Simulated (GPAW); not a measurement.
Runs of GPAW 26.7.0 on KBr. It takes space group Fm-3m (No. 225, cubic). Conventional cell: a = 6.600 Å, b = 6.600 Å, c = 6.600 Å, α = 90.00°, β = 90.00°, γ = 90.00°. Around Br (site symmetry m-3m) lie 6 K at 3.30 Å. K (site symmetry m-3m) is surrounded by 6 Br at 3.30 Å. 

| task | level | potentials or basis | cell | k mesh | cutoff (eV) | smearing | optimizer | fmax | max steps | convergence | band path | grid spacing | gap on the mesh (eV) | pressure (GPa) | V0 of scaled cells (Å³/atom) | relaxed volume (Å³/atom) | B0 (GPa) |
| --- | --- | --- | --- | --- | --- | --- | --- | --- | --- | --- | --- | --- | --- | --- | --- | --- | --- |
| relaxation of cell and atoms | LDA | the program's PAW data sets (release 1.2.1) made for this functional, pw | relaxed | 7 × 7 × 7 | 600 | fermi-dirac 0.05 eV | BFGS | 0.02 eV/Å | 100 | density=1e-05 forces=0.0001 | - | - | 4.32 | -0.1 | - | 32.40 | - |
| equation of state | PBE | PAW data sets generated in the run's folder for this functional, pw | as given | 6 × 6 × 6 | 600 | fermi-dirac 0.05 eV | - | - | - | - | - | - | - | - | 37.67 | - | 13 |
| single point | PBE | GPAW PAW data sets (gpaw-data 1.2.1), pw | the cell as VASP's run set it | 7 × 7 × 7 | 600 | gaussian 0.1 eV | - | - | - | - | - | - | 4.44 | 0.7 | - | - | - |
| equation of state | PBE | GPAW PAW data sets (gpaw-data 1.2.1), pw | as given | 7 × 7 × 7 | 600 | fermi-dirac 0.05 eV | - | - | - | - | - | - | - | - | 37.67 | - | 13 |
| relaxation of cell and atoms | PBEsol+D3 | PAW data sets generated in the run's folder for this functional, pw | relaxed | 7 × 7 × 7 | 600 | fermi-dirac 0.05 eV | BFGS | 0.02 eV/Å | 60 | density=1e-05 forces=0.0001 | - | - | (a) | 0.0 | - | 34.79 | - |
| band structure | PBE | GPAW PAW data sets (gpaw-data 1.2.1), fd | as given | 6 × 6 × 6 | - | fermi-dirac 0.05 eV | - | - | - | - | GXWKGLUWLK,UX | 0.16 Å | 4.44 | - | - | - | - |
| single point | TB-mBJ | GPAW PAW data sets for LDA (gpaw-data 1.2.1), pw | as given | 8 × 8 × 8 | 600 | fermi-dirac 0.05 eV | - | - | - | - | - | - | (c) | - | - | - | - |
| relaxation of cell and atoms | PBEsol+D3(BJ)+ATM | PAW data sets generated in the run's folder for this functional, pw | relaxed | 7 × 7 × 7 | 600 | fermi-dirac 0.05 eV | BFGS | 0.02 eV/Å | 60 | density=1e-05 forces=0.0001 | - | - | 4.49 | 0.0 | - | (b) | - |

Alike in all rows: no spin polarisation.

**Question.** Estimate the missing entries.

**Answer.** (a) 4.37; (b) 33.21; (c) 6.99.

Caveats: an odd mesh through Γ misses points on the zone boundary, where band edges often lie (some runs); later steps reuse the first step's grids (some runs); the real-space grid adds noise to forces (some runs); a model potential gives levels but no total energy (some runs); the PAW data sets were made with another functional, which shifts forces and pressure a little (some runs).

A k mesh can miss the band edges, and the runs leave out spin-orbit coupling on Br.

Not every run made on this cell is shown here.
